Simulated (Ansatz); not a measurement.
Input and command of a calculation in Ansatz (plane waves; scalar-relativistic PAW potentials unless the input names others):

```yaml
crystal:
  lattice:
    - [4.2365865525, 0.0, 0.0]
    - [0.0, 4.2365865525, 0.0]
    - [0.0, 0.0, 2.6899849281]
  atoms:
    - { symbol: Xx, position: [0.0, 0.0, 0.0] }
    - { symbol: Si, position: [0.5, 0.5, 0.5] }
    - { symbol: O, position: [0.3069623805, 0.3069623805, 0.0] }
    - { symbol: O, position: [0.1930376195, 0.8069623805, 0.5] }
    - { symbol: O, position: [0.6930376195, 0.6930376195, 0.0] }
    - { symbol: O, position: [0.8069623805, 0.1930376195, 0.5] }
basis:
  ecutwfc: 420
kpoints:
  mp_grid: { grid: [6, 6, 8] }
hamiltonian:
  xc: pbe
scf:
  occupations: { method: gaussian, width: 0.02 }
  max_iter: 75
output:
  forces: true
  eigenvalues: true
  stress: true
```

```bash
ansatz run input.yaml --threads 2 --pin off --max-ram 5120MiB --backend cpu --events-out ev --progress --plain --runs-dir out
```

Problem. Will this input run?

Solution. The program refuses it, because of an unknown element (crystal.atoms[0].symbol: "Si" → "Xx"). With the sound run's settings it is accepted.

Abridged log:
```
Error: YAML parse error: error: line 7 column 17: `Xx` is not an element symbol (H … Og, case-exact)
 --> <input>:7:17
  |
5 |     - [0.0, 0.0, 2.6899849281]
6 |   atoms:
7 |     - { symbol: Xx, position: [0.0, 0.0, 0.0] }
  |                 ^ `Xx` is not an element symbol (H … Og, case-exact)
8 |     - { symbol: Si, position: [0.5, 0.5, 0.5] }
9 |     - { symbol: O, position: [0.3069623805, 0.3069623805, 0.0] }
  |
```